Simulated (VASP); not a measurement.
# BeTe (F-43m) in VASP: single point with PBE

Aim: the single point of BeTe with PBE.

Program: VASP 6.6.1. These are calculated values, not measurements. Logs are shortened: lines on timing, memory, paths and dates and some standing lists are left out, and cuts for length are marked.

**1. The structure**

The structure is cubic, space group F-43m (No. 216). Conventional cell: a = 5.540 Å, b = 5.540 Å, c = 5.540 Å, α = 90.00°, β = 90.00°, γ = 90.00°. Be (site symmetry -43m) has 4 Te at 2.40 Å as nearest neighbours. Te (site symmetry -43m) is surrounded by 4 Be at 2.40 Å.

**2. Single point, PBE, non-collinear spin, zero start, spin-orbit coupling**

File INCAR:

```
ALGO     = Normal         # electronic algorithm
EDIFF    = 1E-7           # SCF threshold, eV
ENCUT    = 520            # plane-wave cutoff, eV
GGA      = PE             # functional
GGA_COMPAT= False        
ISIF     = 2              # what is computed and relaxed
ISMEAR   = -1             # smearing method
LASPH    = True           # aspherical terms in the spheres
LCHARG   = True           # write CHGCAR
LORBIT   = 11             # projections on sites
LORBMOM  = True         
LREAL    = False          # projectors in reciprocal space
LSORBIT  = True           # spin-orbit coupling
LVHAR    = True         
LWAVE    = False          # write WAVECAR
MAGMOM   = 0 0 0 0 0 0    # initial moments
NBANDS   = 20             # bands
NELM     = 150            # most SCF steps
PREC     = Accurate       # precision mode
SIGMA    = 0.05           # smearing width, eV
```

File KPOINTS:

```
k-points
0
Gamma
  11 11 11
```

File POSCAR:

```
BeTe
1.0
    0.0000000000      2.7700000000      2.7700000000
    2.7700000000      0.0000000000      2.7700000000
    2.7700000000      2.7700000000      0.0000000000
Be Te
1 1
Direct
    0.0000000000      0.0000000000      0.0000000000
    0.7500000000      0.7500000000      0.7500000000
```

Potentials or basis: VASP PAW PBE potentials, release 64 (Be, Te).

Run with:

```
$ cat potpaw_PBE.64/Be/POTCAR potpaw_PBE.64/Te/POTCAR > POTCAR
$ mpirun -np 1 vasp_ncl > vasp.out
```

OUTCAR:

```text
EDIFF = 1E-7
   ENCUT = 520
   GGA = PE
   ISIF = 2
   ISMEAR = -1
   LASPH = True
   LORBIT = 11
   LREAL = False
   LSORBIT = True
   NELM = 150
   PREC = Accurate

 ion  position               nearest neighbor table
   1  0.000  0.000  0.000-   2 2.40   2 2.40   2 2.40   2 2.40
   2  0.750  0.750  0.750-   1 2.40   1 2.40   1 2.40   1 2.40

  LATTYP: Found a face centered cubic cell.
 ALAT       =     5.5400000000

  Lattice vectors:

 A1 = (   0.0000000000,   2.7700000000,   2.7700000000)
 A2 = (   2.7700000000,   0.0000000000,   2.7700000000)
 A3 = (   2.7700000000,   2.7700000000,   0.0000000000)

Analysis of symmetry for initial positions (statically):
=====================================================================
 Subroutine PRICEL returns:
 Original cell was already a primitive cell.

 Routine SETGRP: Setting up the symmetry group for a
 face centered cubic supercell.

 Subroutine GETGRP returns: Found 24 space group operations
 (whereof 24 operations were pure point group operations)
 out of a pool of 48 trial point group operations.

The static configuration has the point symmetry T_d .

Analysis of symmetry for dynamics (positions and initial velocities):
=====================================================================
 Subroutine PRICEL returns:
 Original cell was already a primitive cell.

 Routine SETGRP: Setting up the symmetry group for a
 face centered cubic supercell.

 Subroutine GETGRP returns: Found 24 space group operations
 (whereof 24 operations were pure point group operations)
 out of a pool of 48 trial point group operations.

The dynamic configuration has the point symmetry T_d .

Analysis of structural, dynamic, and magnetic symmetry:
=====================================================================
 Subroutine PRICEL returns:
 Original cell was already a primitive cell.

 Routine SETGRP: Setting up the symmetry group for a
 face centered cubic supercell.

 Subroutine GETGRP returns: Found 24 space group operations
 (whereof 24 operations were pure point group operations)
 out of a pool of 48 trial point group operations.

The overall configuration has the point symmetry T_d .

 Subroutine INISYM returns: Found 24 space group operations
 (whereof 24 operations are pure point group operations),
 and found     1 'primitive' translations

[... 732 lines left out ...]
 -----------------------------------------------------------------------------------
    total drift:                               -0.000000     -0.000000     -0.000000

  FREE ENERGIE OF THE ION-ELECTRON SYSTEM (eV)
  ---------------------------------------------------
  free  energy   TOTEN  =        -7.6702146140 eV

  energy  without entropy=       -7.6702146126  energy(sigma->0) =       -7.67021461

 orbital moment (x)

 # of ion     p       d       tot
 ----------------------------------------
  1        -0.000   0.000  -0.000
  2         0.000  -0.000   0.000
 ----------------------------------------
            0.000  -0.000   0.000

 orbital moment (y)

 # of ion     p       d       tot
 ----------------------------------------
  1         0.000   0.000   0.000
  2         0.000  -0.000   0.000
 ----------------------------------------
            0.000  -0.000   0.000

 orbital moment (z)

 # of ion     p       d       tot
 ----------------------------------------
  1         0.000   0.000   0.000
  2         0.000  -0.000  -0.000
 ----------------------------------------
            0.000  -0.000  -0.000

 Spin-Orbit-Coupling matrix elements

 Ion:    1  E_soc:     -0.0000089
 l=   1
     0.0000000    -0.0000015    -0.0000015
    -0.0000015     0.0000000    -0.0000015
    -0.0000015    -0.0000015     0.0000000
 l=   2
     0.0000000     0.0000000     0.0000000     0.0000000     0.0000000
     0.0000000     0.0000000     0.0000000     0.0000000     0.0000000
     0.0000000     0.0000000     0.0000000     0.0000000     0.0000000
     0.0000000     0.0000000     0.0000000     0.0000000     0.0000000
     0.0000000     0.0000000     0.0000000     0.0000000     0.0000000
 l=   3
     0.0000000     0.0000000     0.0000000     0.0000000     0.0000000     0.0000000     0.0000000
     0.0000000     0.0000000     0.0000000     0.0000000     0.0000000     0.0000000     0.0000000
     0.0000000     0.0000000     0.0000000     0.0000000     0.0000000     0.0000000     0.0000000
     0.0000000     0.0000000     0.0000000     0.0000000     0.0000000     0.0000000     0.0000000
     0.0000000     0.0000000     0.0000000     0.0000000     0.0000000     0.0000000     0.0000000
     0.0000000     0.0000000     0.0000000     0.0000000     0.0000000     0.0000000     0.0000000
     0.0000000     0.0000000     0.0000000     0.0000000     0.0000000     0.0000000     0.0000000

 Ion:    2  E_soc:     -0.1715773
 l=   1
     0.0000000    -0.0284565    -0.0284565
    -0.0284565     0.0000000    -0.0284565
    -0.0284565    -0.0284565     0.0000000
 l=   2
     0.0000000    -0.0000591     0.0000000    -0.0000591    -0.0000806
    -0.0000591     0.0000000    -0.0000605    -0.0000591    -0.0000202
     0.0000000    -0.0000605     0.0000000    -0.0000605     0.0000000
    -0.0000591    -0.0000591    -0.0000605     0.0000000    -0.0000202
    -0.0000806    -0.0000202     0.0000000    -0.0000202     0.0000000
 l=   3
     0.0000000     0.0000000     0.0000000     0.0000000     0.0000000     0.0000000     0.0000000
     0.0000000     0.0000000     0.0000000     0.0000000     0.0000000     0.0000000     0.0000000
     0.0000000     0.0000000     0.0000000     0.0000000     0.0000000     0.0000000     0.0000000
     0.0000000     0.0000000     0.0000000     0.0000000     0.0000000     0.0000000     0.0000000
     0.0000000     0.0000000     0.0000000     0.0000000     0.0000000     0.0000000     0.0000000
     0.0000000     0.0000000     0.0000000     0.0000000     0.0000000     0.0000000     0.0000000
     0.0000000     0.0000000     0.0000000     0.0000000     0.0000000     0.0000000     0.0000000

 total charge

# of ion       s       p       d       tot
------------------------------------------
    1        0.386   0.613   0.000   0.999
    2        1.331   2.168   0.038   3.536
--------------------------------------------------
tot          1.716   2.781   0.038   4.535

 magnetization (x)

# of ion       s       p       d       tot
------------------------------------------
    1        0.000   0.000   0.000   0.000
    2       -0.000   0.000   0.000   0.000
--------------------------------------------------
tot          0.000   0.000   0.000   0.000

 magnetization (y)

# of ion       s       p       d       tot
------------------------------------------
    1       -0.000   0.000   0.000  -0.000
    2        0.000   0.000   0.000   0.000
--------------------------------------------------
tot         -0.000   0.000   0.000  -0.000

 magnetization (z)

# of ion       s       p       d       tot
------------------------------------------
    1        0.000   0.000   0.000   0.000
    2        0.000   0.000   0.000   0.000
--------------------------------------------------
tot          0.000   0.000   0.000   0.000
```

stdout:

```text
POSCAR found type information on POSCAR BeTe
 POSCAR found :  2 types and       2 ions
 scaLAPACK will be used
 LDA part: xc-table for (Slater+PW92), standard interpolation
 POSCAR, INCAR and KPOINTS ok, starting setup
 FFT: planning ... GRIDC
 FFT: planning ... GRID_SOFT
 FFT: planning ... GRID
 WAVECAR not read
 entering main loop
```

Wall time 4.7 min (1 thread of AMD EPYC 7R43 (Zen 3), shared host); peak memory 0.31 GiB.

Results:

| Item | Value |
| --- | --- |
| Free energy | -7.6702 eV |
| Pressure | 4.5 GPa |
| Net moment | 0.00 μB per cell |
| Valence electrons inside the program's atomic spheres | Be 1.00; Te 3.54 |

Moments on the atoms (μB; x, y, z):
```
Be  0.00 0.00 0.00
Te  0.00 0.00 0.00
```
